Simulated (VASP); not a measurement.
# N (P4_2/mnm) in VASP: notebook, part 2 of 2

VASP 6.6.1.

### Step 5. Single point, PBEsol

File INCAR:

```
PREC = Accurate
ENCUT = 400
EDIFF = 1E-6
ISMEAR = 0
SIGMA = 0.05
LREAL = F
LASPH = T
NELM = 100
ALGO = Normal
ISIF = 2
LWAVE = F
LCHARG = F
GGA = PS
ADDGRID = F
```

File KPOINTS:

```
regular mesh
0
Gamma
  3 3 2
```

File POSCAR:

```
N
1.0
    4.0840619700      0.0000000000      0.0000000000
    0.0000000000      4.0840619700      0.0000000000
    0.0000000000      0.0000000000      5.3459132500
N
4
Direct
    0.4042752000      0.5957248000      0.5000000000
    0.0957248000      0.0957248000      0.0000000000
    0.5957248000      0.4042752000      0.5000000000
    0.9042752000      0.9042752000      0.0000000000
```

Potentials or basis: VASP PAW PBE potentials, release 64 (N).

Launch:

```bash
$ cat potpaw_PBE.64/N/POTCAR > POTCAR
$ mpirun -np 1 vasp_std > vasp.out
```

OUTCAR:

```text
PREC = Accurate
   ENCUT = 400
   EDIFF = 1E-6
   ISMEAR = 0
   LREAL = F
   LASPH = T
   NELM = 100
   ISIF = 2
   GGA = PS

 Found      6 irreducible k-points:

 Following reciprocal coordinates:
            Coordinates               Weight
  0.000000  0.000000  0.000000      1.000000
  0.333333  0.000000  0.000000      4.000000
  0.333333  0.333333  0.000000      4.000000
  0.000000  0.000000  0.500000      1.000000
  0.333333  0.000000  0.500000      4.000000
  0.333333  0.333333  0.500000      4.000000
   k-points           NKPTS =      6   k-points in BZ     NKDIM =      6   number of bands    NBANDS=     14
   number of dos      NEDOS =    301   number of ions     NIONS =      4
   total plane-waves  NPLWV =  28224
   dimension x,y,z NGX =    28 NGY =   28 NGZ =   36
   dimension x,y,z NGXF=    56 NGYF=   56 NGZF=   72
   ions per type =               4
   NGX,Y,Z   is equivalent  to a cutoff of  11.40, 11.40, 11.20 a.u.
   NGXF,Y,Z  is equivalent  to a cutoff of  22.80, 22.80, 22.39 a.u.
 SYSTEM =  unknown system
   PREC   = accura    normal or accurate (medium, high low for compatibility)
   ISTART =      0    job   : 0-new  1-cont  2-samecut
   ICHARG =      2    charge: 1-file 2-atom 10-const
   ISPIN  =      1    spin polarized calculation?
   LNONCOLLINEAR =      F non collinear calculations
   LSORBIT =      F    spin-orbit coupling
   LASPH  =      T    aspherical Exc in radial PAW
   ENCUT  =  400.0 eV  29.40 Ry    5.42 a.u.   6.66  6.66  8.72*2*pi/ulx,y,z
   NELM   =    100;   NELMIN=  2; NELMDL= -5     # of ELM steps
   EDIFF  = 0.1E-05   stopping-criterion for ELM
   LREAL  =      F    real-space projection
   EDIFFG = 0.1E-04   stopping-criterion for IOM
   NSW    =      0    number of steps for IOM
   IBRION =     -1    ionic relax: 0-MD 1-quasi-New 2-CG
   NFREE  =      0    steps in history (QN), initial steepest desc. (CG)
   ISIF   =      2    stress and relaxation
   ISYM   =      2    0-nonsym 1-usesym 2-fastsym
   POTIM  = 0.5000    time-step for ionic-motion
   TEBEG  =    0.0;   TEEND  =   0.0 temperature during run
   PSTRESS=    0.0 pullay stress
   NELECT =      20.0000    total number of electrons
   NUPDOWN=      -1.0000    fix difference up-down
   EMIN   =  10.00;   EMAX   =-10.00  energy-range for DOS
   EFERMI =   0.00;   METHOD = LEGACY
   ISMEAR =     0;   SIGMA  =   0.05  broadening in eV -4-tet -1-fermi 0-gaus
[... 23 lines left out ...]
 number of electron      20.0000011 magnetization

 Free energy of the ion-electron system (eV)
  ---------------------------------------------------
  ext. energy  EPLUGINS =         0.00000000
  ---------------------------------------------------
  free energy    TOTEN  =       -34.06234134 eV

  energy without entropy =      -34.06234134  energy(sigma->0) =      -34.06234134

 E-fermi :  -6.1628     XC(G=0):  -6.4931

 val. band max:       -6.4022410227   @ k =   0.3333   0.3333   0.0000
 cond. band min:       0.4675130867   @ k =   0.0000   0.0000   0.0000
 fundamental gap:      6.8697541094
 Fermi energy:        -6.1627560553

 k-point     1 :       0.0000    0.0000    0.0000
  band No.  band energies     occupation
      1     -24.7875      2.00000
      2     -24.7274      2.00000
      3      -9.7230      2.00000
      4      -9.7230      2.00000
      5      -8.4606      2.00000
      6      -7.8909      2.00000
      7      -7.8909      2.00000
      8      -7.7925      2.00000
      9      -7.3670      2.00000
     10      -6.5601      2.00000
     11       0.4675      0.00000
     12       1.3528      0.00000
     13       1.7202      0.00000
     14       1.7202      0.00000
[... 71 lines left out ...]
      1     -24.7385      2.00000
      2     -24.7382      2.00000
      3     -10.0522      2.00000
      4     -10.0098      2.00000
      5      -8.3793      2.00000
      6      -8.2002      2.00000
      7      -8.0579      2.00000
      8      -7.9499      2.00000
      9      -6.4777      2.00000
     10      -6.4555      2.00000
     11       1.2890      0.00000
     12       1.3424      0.00000
     13       1.8872      0.00000
     14       2.0118      0.00000

------------------------ aborting loop because EDIFF is reached ----------------------------------------

  FORCE on cell =-STRESS in cart. coord.  units (eV):
  Direction    XX          YY          ZZ          XY          YZ          ZX
  --------------------------------------------------------------------------------------
  -------------------------------------------------------------------------------------
  Total       -0.5329031     -0.5329031     -1.9114022      0.0000000      0.0000000      0.0000000
  in kB       -9.5752980     -9.5752980    -34.3444135      0.0000000      0.0000000      0.0000000
  external PRESSURE =     -17.8316698 kB  Pullay stress =       0.0000000 kB

 VOLUME and BASIS-vectors are now :
 -----------------------------------------------------------------------------
  energy-cutoff  :      400.00
  volume of cell :       89.17
      direct lattice vectors                 reciprocal lattice vectors
     4.084061970  0.000000000  0.000000000     0.244854267  0.000000000  0.000000000
     0.000000000  4.084061970  0.000000000     0.000000000  0.244854267  0.000000000
     0.000000000  0.000000000  5.345913250     0.000000000  0.000000000  0.187058778

 POSITION                                       TOTAL-FORCE (eV/Angst)
 -----------------------------------------------------------------------------------
      1.65108      2.43298      2.67296        -1.066668      1.066668      0.000000
      0.39095      0.39095      0.00000         1.066668      1.066668      0.000000
      2.43298      1.65108      2.67296         1.066668     -1.066668      0.000000
      3.69312      3.69312      0.00000        -1.066668     -1.066668      0.000000
 -----------------------------------------------------------------------------------
    total drift:                                0.000000      0.000000      0.000000

  FREE ENERGIE OF THE ION-ELECTRON SYSTEM (eV)
  ---------------------------------------------------
  free  energy   TOTEN  =       -34.0623413353 eV

  energy  without entropy=      -34.0623413353  energy(sigma->0) =      -34.06234134
```

OSZICAR:

```text
N       E                     dE             d eps       ncg     rms          rms(c)
DAV:   1     0.995370787027E+02    0.99537E+02   -0.80197E+03   168   0.968E+02
DAV:   2    -0.277701067904E+02   -0.12731E+03   -0.12602E+03   230   0.237E+02
DAV:   3    -0.355422307349E+02   -0.77721E+01   -0.77200E+01   216   0.694E+01
DAV:   4    -0.356052962284E+02   -0.63065E-01   -0.63008E-01   200   0.696E+00
DAV:   5    -0.356059861098E+02   -0.68988E-03   -0.68985E-03   192   0.684E-01    0.112E+01
DAV:   6    -0.343503640532E+02    0.12556E+01   -0.17676E+00   168   0.992E+00    0.653E+00
DAV:   7    -0.340668370599E+02    0.28353E+00   -0.11761E+00   192   0.834E+00    0.175E+00
DAV:   8    -0.340624279934E+02    0.44091E-02   -0.98570E-02   168   0.237E+00    0.275E-01
DAV:   9    -0.340621626385E+02    0.26535E-03   -0.45879E-03   174   0.522E-01    0.120E-01
DAV:  10    -0.340623520950E+02   -0.18946E-03   -0.66755E-04   204   0.212E-01    0.482E-02
DAV:  11    -0.340623395383E+02    0.12557E-04   -0.48586E-05   180   0.651E-02    0.558E-03
DAV:  12    -0.340623407994E+02   -0.12611E-05   -0.65204E-06   180   0.221E-02    0.895E-03
DAV:  13    -0.340623413353E+02   -0.53596E-06   -0.36685E-07    84   0.633E-03
   1 F= -.34062341E+02 E0= -.34062341E+02  d E =-.682248E-12
```

Run time: 5.3 s. Hardware: 1 thread of Intel Xeon Platinum 8259CL at 2.50GHz (Skylake/Cascade Lake), shared host; peak memory 0.15 GiB.

These settings aren't checked as converged: the numbers below hold their error.

Results:

```
Free energy            : -34.0623 eV
Largest force          : 1.508 eV/Å
Band gap on the k mesh : 6.87 eV, indirect (least direct gap 7.03 eV)
```

Caveat: the k mesh is coarse (spacing up to 0.59 Å⁻¹), so the values aren't converged; the cutoff is under 1.25 times the usual one of these potentials, so pressure, stress and relaxed cells hold a basis-set (Pulay) error; the standard files for N, O and F lose accuracy on very short bonds; the PAW data sets were made with another functional, which shifts forces and pressure a little; an odd mesh through Γ misses points on the zone boundary, where band edges often lie.

### Step 6. Single point, PBEsol

INCAR: that of step 5 with these lines changed.

```diff
@@ -1,3 +1,3 @@
 PREC = Accurate
-ENCUT = 400
+ENCUT = 220
 EDIFF = 1E-6
```

File KPOINTS:

```
regular mesh
0
Gamma
  4 4 3
```

POSCAR is that of step 5.

Potentials or basis: VASP PAW PBE potentials, release 64 (N).

Launch:

```bash
$ cat potpaw_PBE.64/N/POTCAR > POTCAR
$ mpirun -np 1 vasp_std > vasp.out
```

OUTCAR:

```text
PREC = Accurate
   ENCUT = 220
   EDIFF = 1E-6
   ISMEAR = 0
   LREAL = F
   LASPH = T
   NELM = 100
   ISIF = 2
   GGA = PS

 Found     12 irreducible k-points:

 Following reciprocal coordinates:
            Coordinates               Weight
  0.000000  0.000000  0.000000      1.000000
  0.250000  0.000000  0.000000      4.000000
  0.500000  0.000000  0.000000      2.000000
  0.250000  0.250000  0.000000      4.000000
  0.500000  0.250000  0.000000      4.000000
[... 181 lines left out ...]

  FORCE on cell =-STRESS in cart. coord.  units (eV):
  Direction    XX          YY          ZZ          XY          YZ          ZX
  --------------------------------------------------------------------------------------
  -------------------------------------------------------------------------------------
  Total      -27.4791374    -27.4791374    -29.2173503      0.0000000      0.0000000      0.0000000
  in kB     -493.7500176   -493.7500176   -524.9825366      0.0000000      0.0000000      0.0000000
  external PRESSURE =    -504.1608572 kB  Pullay stress =       0.0000000 kB

 VOLUME and BASIS-vectors are now :
 -----------------------------------------------------------------------------
  energy-cutoff  :      220.00
  volume of cell :       89.17
      direct lattice vectors                 reciprocal lattice vectors
     4.084061970  0.000000000  0.000000000     0.244854267  0.000000000  0.000000000
     0.000000000  4.084061970  0.000000000     0.000000000  0.244854267  0.000000000
     0.000000000  0.000000000  5.345913250     0.000000000  0.000000000  0.187058778

 POSITION                                       TOTAL-FORCE (eV/Angst)
 -----------------------------------------------------------------------------------
      1.65108      2.43298      2.67296        -0.405019      0.405019     -0.000000
      0.39095      0.39095      0.00000         0.405019      0.405019     -0.000000
      2.43298      1.65108      2.67296         0.405019     -0.405019      0.000000
      3.69312      3.69312      0.00000        -0.405019     -0.405019      0.000000
 -----------------------------------------------------------------------------------
    total drift:                                0.000000      0.000000     -0.000000

  FREE ENERGIE OF THE ION-ELECTRON SYSTEM (eV)
  ---------------------------------------------------
  free  energy   TOTEN  =       -34.4664214756 eV

  energy  without entropy=      -34.4664214756  energy(sigma->0) =      -34.46642148
```

It took 3.9 s on 1 thread of Intel Xeon Platinum 8259CL at 2.50GHz (Skylake/Cascade Lake), shared host; peak memory 0.12 GiB.

The run converged, but a check on its numbers failed (symmetry, net force, bounds or a known fault of this set-up), so they aren't taken as properties of the crystal.

Caveat: the cutoff lies under the usual one of these potentials, so the numbers hold a large basis-set error; a pressure of tens of GPa on the cell as given is suspect, and the run, the potentials or the cell itself is likely at fault; the standard files for N, O and F lose accuracy on very short bonds; the PAW data sets were made with another functional, which shifts forces and pressure a little; an odd mesh through Γ misses points on the zone boundary, where band edges often lie.

### Step 7. The reference run

An earlier run on the cell as given: functional PBE; potentials or basis VASP PAW PBE potentials, release 64 (N); cutoff 520 eV; k mesh 7 × 7 × 5; occupations fermi-dirac, width 0.05 eV; no spin polarisation.

- Pressure: 1.8 GPa
- Largest force: 1.072 eV/Å
- Band gap on the k mesh: 6.90 eV, indirect (least direct gap 7.08 eV)
